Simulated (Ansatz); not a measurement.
# Sb (Pm-3m) in Ansatz: notebook

One crystal, Sb, is run at these levels: PBE, PBEsol, PBEsol+D3(BJ)+ATM; tasks: single point, electron localisation function, relaxation of cell and atoms.

Everything below comes from runs of Ansatz 0.2.0. Logs are shortened: lines on timing, memory, paths and dates and some standing lists are left out, and cuts for length are marked.

**1. Starting point**

It takes space group Pm-3m (No. 221, cubic). Conventional cell: a = 3.160 Å, b = 3.160 Å, c = 3.160 Å, α = 90.00°, β = 90.00°, γ = 90.00°. Around Sb (site symmetry m-3m) lie 6 Sb at 3.16 Å.

This isn't the form of Sb at room conditions, which is rhombohedral.

**2. Single point, PBE**

Contents of input.yaml:

```yaml
crystal:
  lattice:
    - [3.16, 0.0, 0.0]
    - [0.0, 3.16, 0.0]
    - [0.0, 0.0, 3.16]
  atoms:
    - { symbol: Sb, position: [0.0, 0.0, 0.0] }
kpoints:
  mp_grid: { grid: [6, 6, 6] }
scf:
  occupations: { method: fermi_dirac, width: 0.02 }
hamiltonian:
  xc: pbe
  pseudopotentials: { kind: all_electron, lapw: { basis_error: 0.002 } }
output:
  forces: true
  stress: true
  eigenvalues: true
```

Potentials or basis: all-electron LAPW, scalar-relativistic.

Launch:

```sh
$ ansatz run input.yaml --threads 1 --pin off --max-ram 2560MiB --backend cpu --events-out ev --progress --plain --runs-dir out
```

The log of the run:

```text
Warning: RAYON_NUM_THREADS=1 ignored (pool sized by the plan → 1); use --threads N
LAPW: plane waves up to 6.656 Å⁻¹, error target 2.0e-3 eV per atom; small_component_spin mean_spin; Sb in spheres of 1.580 Å, 23 of its electrons in bands, Dirac shells [] (how accurate: hamiltonian.pseudopotentials.lapw.basis_error, Limitations)
Engine: ansatz 0.2.0, x86_64-unknown-linux-gnu
Pseudopotentials: kind: all_electron
Pseudopotential: Sb, LAPW, valence charge 23, lapw/all_electron/scalar/gaussian/Sb, Koelling and Harmon's equation, gaussian nucleus
Functional definition: PBE
  parameter kappa = 0.804
  parameter beta = 0.06672455060314922
  exchange = pbe_x(kappa = kappa, mu = beta*pi^2/3)
  correlation = pbe_c(beta = beta)
Crystal: 1 atoms, lattice volume = 31.554 Å³
Basis set: ecut = 168.7817954167311 eV, 171 PW (Γ), exchange–correlation at level 2
Bands: 16, of which v1, the nominal top of the filled ones, is band 12 counted from 1 (11 counted from 0)
Symmetry: 48 space group operations
Space group: Pm-3m (ITA 221), of the structure as read, at distance tolerance 3.2e-5 Å
k-points: 20 of 216
Non-local potential: Sb, projectors of the file, none
Initial density: superposition of atomic densities (chi_scale 0.1, normalization cell)
Initial wavefunctions: plane waves of lowest kinetic energy (no species holds an atomic orbital)
Functional: x = pbe(κ = 0.804, μ = 0.2195149727645171), c = pbe(β = 0.06672455060314922)
iter 1 solved again at ethr=7.72e-5 eV; its pass at ethr=1.00e-1 eV (dr2=1.77e-2 eV) is discarded
SCF iter   1: F=—  HF=-176368.160635 eV  |F-HF|=—  |Δ(HF+E_count)|=         —  Δρ=8.40e-3  dr2=1.78e-2  ethr=7.72e-5  ⟨swp⟩=3.5  Hψ=2241  notcnv=0
preconditioner: auto → none  [insulator: Δε(μ)=0.156 eV  Ē_g=11.905 eV  σ=0.020 eV  W_gap=0.96  n_scr=6 (ndim 8)  ℏωp=14.8 eV  f_vac=0.024  D(μ)=0.22/eV (n_scr^D=0)  ε∞_Penn≈2.5]
SCF iter   2: F=—  HF=-176368.163326 eV  |F-HF|=—  |Δ(HF+E_count)|=   2.69e-3  Δρ=4.40e-3  dr2=5.23e-3  ethr=7.72e-5  ⟨swp⟩=2.0  Hψ=971  notcnv=0
iter 3 solved again at ethr=1.94e-7 eV; its pass at ethr=2.28e-5 eV (dr2=4.45e-5 eV) is discarded
SCF iter   3: F=—  HF=-176368.165303 eV  |F-HF|=—  |Δ(HF+E_count)|=   1.98e-3  Δρ=4.47e-4  dr2=4.47e-5  ethr=1.94e-7  ⟨swp⟩=2.0  Hψ=1581  notcnv=0
SCF iter   4: F=—  HF=-176368.165087 eV  |F-HF|=—  |Δ(HF+E_count)|=   2.15e-4  Δρ=3.77e-5  dr2=6.29e-7  ethr=1.94e-7  ⟨swp⟩=2.8  Hψ=913  notcnv=0
SCF iter   5: F=-176368.165088 eV  HF=-176368.165088 eV  |F-HF|=8.36e-8  |Δ(HF+E_count)|=   8.64e-7  Δρ=9.29e-6  dr2=2.33e-8  ethr=2.73e-9  ⟨swp⟩=3.0  Hψ=931  notcnv=0
SCF 1 converged in 5 iterations: F = -176368.165088 eV  dr2 = 2.33e-8
SCF converged after 5 iterations
Free energy (F): -176368.165088 eV
Harris-Foulkes:  -176368.165088 eV  (|F-HF|=8.36e-8)
Internal energy: -176368.164682 eV  (E = F + TS)
E sigma→0 (E₀):  -176368.164885 eV
Entropy (-TS):   -0.000406 eV (-0.406 meV/atom)
Fermi energy:    11.885412 eV
--- Per-component energies (eV) ---
  E_band       = -918.078374
  E_kinetic    = 185870.446747
  E_xc         = -4643.221841
  E_electrostatic = -357595.389587  (all electrons and nuclei)
  E_smearing   = -0.000406  (= −TS)
  E_closure    = 0.000000  (closes the sum)
  E_atoms      = -176364.064481  (free atoms, spherical and without spin; not in F)
  Σ components = -176368.165088   (vs F -176368.165088, Δ=0.00e0)
  Basis errors (estimates in eV, not in F): energy 6.4e-4 per atom: plane waves 6.1e-4 (3.5e-4 summed), levels above the bands 1.2e-150, relativity 1.3e-7, radial functions 2.6e-5, core shells 2.2e-10; eigenvalues (radial functions only) 1.4e-5; not estimated: angular momenta, meshes, grids; target (lapw.basis_error) 2.0e-3; muffin-tin radii Sb 1.580 Å
--- Forces (eV/Å), atoms counted from 1 ---
  atom   1  Sb    -0.00000000    -0.00000000     0.00000000
  max |Σ_I F_I| component: 5.14e-32 eV/Å
--- Stress (GPa, compression-positive) ---
       -1.210656      -0.000000       0.000000
       -0.000000      -1.210656       0.000000
        0.000000       0.000000      -1.210656
  P = ⅓ Tr σ = -1.2107 GPa (-12.107 kbar)
--- Band table (eV; the first three rows and the last of 20) ---
  k-point 0: bands = ["-132.5509", "-85.5174", "-85.5174", "-85.5174", "-17.4210", "-17.4210", "-17.2777", "-17.2777", "-17.2777", "-0.2950", "14.7965", "14.7965", "14.7965", "18.7162", "18.7162", "19.5981"]
  k-point 1: bands = ["-132.5509", "-85.5179", "-85.5174", "-85.5174", "-17.4196", "-17.3884", "-17.2869", "-17.2869", "-17.2770", "0.0800", "11.7310", "15.1542", "15.1542", "19.0439", "19.6154", "22.7836"]
  k-point 2: bands = ["-132.5509", "-85.5190", "-85.5173", "-85.5173", "-17.4170", "-17.3231", "-17.3052", "-17.3052", "-17.2756", "1.1012", "8.1886", "16.0361", "16.0361", "19.9881", "20.6703", "24.7385"]
  k-point 19: bands = ["-132.5507", "-85.5193", "-85.5193", "-85.5193", "-17.3541", "-17.3541", "-17.3541", "-17.2138", "-17.2138", "6.8333", "10.1648", "10.1648", "10.1648", "16.6291", "16.6291", "16.6291"]
```

It took 1 s on 1 thread of Intel Xeon 6975P-C (Granite Rapids), shared host; peak memory 0.24 GiB.

Results:

| Quantity | Value |
| --- | --- |
| Free energy | -176368.1651 eV |
| Pressure | -1.2 GPa |
| Band gap on the k mesh | none (metal or under the smearing width) |

Caveat: the k mesh is thin for a metal, which can move the energy by tens of meV per atom. The run has no spin-orbit coupling, so splittings on Sb are missing.

**3. Electron localisation function, PBEsol, collinear spin, random start**

Contents of input.yaml:

```yaml
crystal:
  lattice:
    - [3.16, 0.0, 0.0]
    - [0.0, 3.16, 0.0]
    - [0.0, 0.0, 3.16]
  atoms:
    - { symbol: Sb, position_ang: [0.0, 0.0, 0.0], spin: 0.58 }
kpoints:
  mp_grid: { grid: [8, 8, 8] }
scf:
  occupations: { method: tetrahedron }
hamiltonian:
  xc: pbesol
  pseudopotentials: { kind: all_electron, datasets: crystal }
magnetization:
  spin_polarized: true
output:
  forces: true
  stress: true
  eigenvalues: true
  elf: true
  volumetric_format: npy
```

Potentials or basis: all-electron PAW datasets made for the crystal.

Launch:

```sh
$ ansatz run input.yaml --threads 1 --pin off --max-ram 2560MiB --backend cpu --events-out ev --progress --plain --runs-dir out
```

Wall time 3.4 s (1 thread of Intel Xeon 6975P-C (Granite Rapids), shared host); peak memory 0.41 GiB.

It converged, with:

```
Free energy            : -176291.7500 eV
Pressure               : -5.3 GPa
Band gap on the k mesh : none (metal or under the smearing width)
Net moment             : 0.00 μB per cell
Absolute moment        : 0.00 μB per cell
```

Levels at points of the mesh, in eV from the Fermi level:
Spin up:
| k point | band 5 | band 6 | band 7 | band 8 | band 9 | band 10 |
| --- | --- | --- | --- | --- | --- | --- |
| (0.00, 0.00, 0.00) | -28.88 | -11.97 | 3.13 | 3.13 | 3.13 | 7.08 |
| (0.00, 0.00, -0.50) | -28.88 | -9.74 | -5.20 | 4.96 | 4.96 | 9.34 |
| (0.00, -0.50, -0.50) | -28.82 | -7.41 | -3.27 | -3.27 | 2.35 | 6.78 |
| (-0.50, -0.50, -0.50) | -28.82 | -4.87 | -1.48 | -1.48 | -1.48 | 4.96 |
Spin down:
```tsv
k point	band 5	band 6	band 7	band 8	band 9	band 10
(0.00, 0.00, 0.00)	-28.88	-11.97	3.13	3.13	3.13	7.08
(0.00, 0.00, -0.50)	-28.88	-9.74	-5.20	4.96	4.96	9.34
(0.00, -0.50, -0.50)	-28.82	-7.41	-3.27	-3.27	2.35	6.78
(-0.50, -0.50, -0.50)	-28.82	-4.87	-1.48	-1.48	-1.48	4.96
```

Caveat: with tetrahedron occupations forces and stress needn't match the slope of the energy; the starting moments weren't kept.

**4. Relaxation of cell and atoms, PBEsol+D3(BJ)+ATM, spin-orbit coupling, no magnetisation (cell strained at random at fixed volume)**

Contents of input.yaml:

```yaml
crystal:
  lattice:
    - [3.203205, 0.017703, 0.033088]
    - [0.017703, 3.143129, -0.01094]
    - [0.033088, -0.01094, 3.134588]
  atoms:
    - { symbol: Sb, position: [0.0, 0.0, 0.0] }
kpoints:
  mp_grid: { grid: [6, 6, 6] }
scf:
  occupations: { method: fermi_dirac, width: 0.15 }
hamiltonian:
  xc: pbesol
  dispersion: d3bjatm
  pseudopotentials:
    kind: all_electron
    lapw: { basis_error: 0.002 }
    nuclear_model: point
magnetization:
  noncollinear: true
  spin_orbit: true
output:
  forces: true
  stress: true
relax:
  f_tol: 0.005
  max_steps: 60
  cell: {}
```

Potentials or basis: all-electron LAPW, point nuclei.

Launch:

```sh
$ ansatz run input.yaml --threads 1 --pin off --max-ram 2560MiB --backend cpu --events-out ev --progress --plain --runs-dir out
```

The log of the run:

```text
Warning: RAYON_NUM_THREADS=1 ignored (pool sized by the plan → 1); use --threads N
The last accepted step is kept in <dir> (removed where the run ends without a failure and the disk answers)
LAPW: plane waves up to 7.023 Å⁻¹, error target 2.0e-3 eV per atom; Dirac's equation on spinors; Sb in spheres of 1.520 Å, 23 of its electrons in bands (how accurate: hamiltonian.pseudopotentials.lapw.basis_error, Limitations)
Engine: ansatz 0.2.0, x86_64-unknown-linux-gnu
Pseudopotentials: kind: all_electron
Pseudopotential: Sb, LAPW, valence charge 23, lapw/all_electron/dirac/Sb, Dirac's equation, point nucleus
Functional definition: PBEsol
  exchange = pbesol_x
  correlation = pbesol_c
non-collinear run that drives no moment, with spin-orbit: no starting moment large enough to seed its density (crystal.atoms[].spin), no starting occupations that ask for one, no magnetisation constraint and no magnetic field, so the semilocal B_xc is pinned to zero
Crystal: 1 atoms, lattice volume = 31.554 Å³
Basis set: ecut = 187.9402392529445 eV, 179 PW (Γ), exchange–correlation at level 2
Bands: 32, of which v1, the nominal top of the filled ones, is band 23 counted from 1 (22 counted from 0)
Symmetry: 2 space group operations + 2 with time reversal
Magnetic group: BNS 2.5 (UNI 5), of the structure as read, at distance tolerance 3.2e-5 Å
k-points: 112 of 216
Non-local potential: Sb, projectors of the file, none
Initial density: superposition of atomic densities (chi_scale 0.1, normalization cell)
Initial wavefunctions: plane waves of lowest kinetic energy (no species holds an atomic orbital)
Functional: x = pbesol(κ = 0.804, μ = 0.12345679012345678), c = pbesol(β = 0.046)
iter 1 solved again at ethr=6.92e-5 eV; its pass at ethr=1.00e-1 eV (dr2=1.59e-2 eV) is discarded
SCF iter   1: F=—  HF=-176353.054006 eV  |F-HF|=—  |Δ(HF+E_count)|=         —  Δρ=8.62e-3  dr2=1.62e-2  dr2_m=0.00e0 (ungated)  ethr=6.92e-5  |M|=0.00e0 ∫|m|=0.00e0 μB  β_m=0.30  ⟨swp⟩=3.2  Hψ=24815  notcnv=0
preconditioner: auto → none  [metal: Δε(μ)=0.010 eV  Ē_g=11.904 eV  σ=0.150 eV  W_gap=0.02  n_scr=6 (ndim 8)  ℏωp=14.8 eV  f_vac=0.027  D(μ)=0.59/eV (n_scr^D=0)  sad-step TF]
[... 59 lines left out ...]
SCF converged after 2 iterations
Magnetization: |M| = 0.0000 μB,  M = (+0.0000, +0.0000, +0.0000) μB
Absolute magnetization: 0.0000 μB (∫|m|)
  site 0: m = (+0.0000, +0.0000, +0.0000) μB, |m| = 0.0000 μB  (R = 1.46 Å)
Free energy (F): -176353.134432 eV
Harris-Foulkes:  -176353.134432 eV  (|F-HF|=3.27e-8)
Internal energy: -176353.099207 eV  (E = F + TS)
E sigma→0 (E₀):  -176353.116819 eV
Entropy (-TS):   -0.035225 eV (-35.225 meV/atom)
Fermi energy:    13.996212 eV
--- Per-component energies (eV) ---
  E_band       = -871.603959
  E_kinetic    = 186085.789719
  E_xc         = -4569.420811
  E_electrostatic = -357869.002747  (all electrons and nuclei)
  E_disp       = -0.465367  (pairwise vdW)
  E_smearing   = -0.035225  (= −TS)
  E_closure    = 0.000000  (closes the sum)
  E_atoms      = -176348.079740  (free atoms, spherical and without spin; not in F)
  Σ components = -176353.134432   (vs F -176353.134432, Δ=0.00e0)
  Basis errors (estimates in eV, not in F): energy 8.2e-4 per atom: plane waves 8.1e-4 (4.6e-4 summed), levels above the bands 1.5e-16, relativity 7.0e-9, radial functions 7.4e-6, core shells 3.8e-9; eigenvalues (radial functions only) 3.1e-6; not estimated: angular momenta, meshes, grids; target (lapw.basis_error) 2.0e-3; muffin-tin radii Sb 1.457 Å
--- Forces (eV/Å), atoms counted from 1 ---
  atom   1  Sb     0.00000000     0.00000000     0.00000000
  max |Σ_I F_I| component: 0.00e0 eV/Å
--- Stress (GPa, compression-positive) ---
       -0.006629      -0.001211      -0.002125
       -0.001211       0.001373       0.001358
       -0.002125       0.001358       0.000074
  P = ⅓ Tr σ = -0.0017 GPa (-0.017 kbar)
--- Relaxed structure (5 steps of the walk, 5 accepted, 1 SCFs on fresh bases) ---
  F+E_penalty+E_count = -176353.13443206 eV   max|allowed force component| = 0.000e0 eV/Å   (the final SCF, on the basis selected at the relaxed cell)
  cell:  # Å, volume = 27.7865 Å³
    - [3.0290743701024985, 0.000101576724678925, 0.00017892613586136669]
    - [0.00010224223588129014, 3.0287125160882504, -0.00011441134051259037]
    - [0.00017852235112357853, -0.00011383049601654781, 3.028769725594811]
  atoms:
    - { symbol: Sb, position: [0.0, 0.0, 0.0] }
```

Run time: 1.7 min. Hardware: 1 thread of Intel Xeon 6975P-C (Granite Rapids), shared host; peak memory 0.48 GiB.

Results:

```
Free energy                            : -176353.1344 eV
Relaxed volume                         : 27.79 Å³/atom
Relaxed cell                           : a = 3.029 Å, b = 3.029 Å, c = 3.029 Å, α = 90.00°, β = 89.99°, γ = 90.00°
Space group after relaxing (to 0.05 Å) : Pm-3m (No. 221)
Energy gained by relaxing              : 83.0 meV/atom
Ionic steps                            : 6
Pressure after relaxing                : 0.0 GPa
```

Step by step:
| step | energy change (eV) | largest force (eV/Å) | volume (Å³) |
| --- | --- | --- | --- |
| 1 | 0.0000 | 0.0000 | 31.55 |
| 2 | -0.0814 | 0.0000 | 27.53 |
| 3 | -0.0826 | 0.0000 | 27.84 |
| 4 | -0.0830 | 0.0000 | 27.82 |
| 5 | -0.0830 | 0.0000 | 27.79 |
| 6 | -0.0830 | 0.0000 | 27.79 |

Final structure:
```cif
data_structure
_symmetry_space_group_name_H-M 'P 1'
_symmetry_Int_Tables_number 1
_cell_length_a 3.0291
_cell_length_b 3.0287
_cell_length_c 3.0288
_cell_angle_alpha 90.004
_cell_angle_beta 89.993
_cell_angle_gamma 89.996
_cell_volume 27.79
loop_
_atom_site_label
_atom_site_type_symbol
_atom_site_fract_x
_atom_site_fract_y
_atom_site_fract_z
_atom_site_occupancy
Sb1 Sb 0.00000 0.00000 0.00000 1
```

**5. The runs side by side**

| task | level | potentials or basis | spin | cell | k mesh | cutoff (eV) | smearing | basis error allowed | gap on the mesh (eV) | pressure (GPa) |
| --- | --- | --- | --- | --- | --- | --- | --- | --- | --- | --- |
| single point | PBE | all-electron LAPW, scalar-relativistic | off | as given | 6 × 6 × 6 | 169 | fermi-dirac 0.02 eV | 0.002 eV/atom | none | -1.2 |
| electron localisation function | PBEsol | all-electron PAW datasets made for the crystal | collinear, random start | as given | 8 × 8 × 8 | 240 | tetrahedron | - | none | -5.3 |
| relaxation of cell and atoms | PBEsol+D3(BJ)+ATM | all-electron LAPW, point nuclei | SOC, no magnetisation | relaxed from: cell strained at random at fixed volume | 6 × 6 × 6 | - | fermi-dirac 0.15 eV | 0.002 eV/atom | - | 0.0 |

Caveats: the k mesh is thin for a metal, which can move the energy by tens of meV per atom (some runs); with tetrahedron occupations forces and stress needn't match the slope of the energy (some runs); the starting moments weren't kept (some runs).

Compare energies only between runs with the same functional and basis.
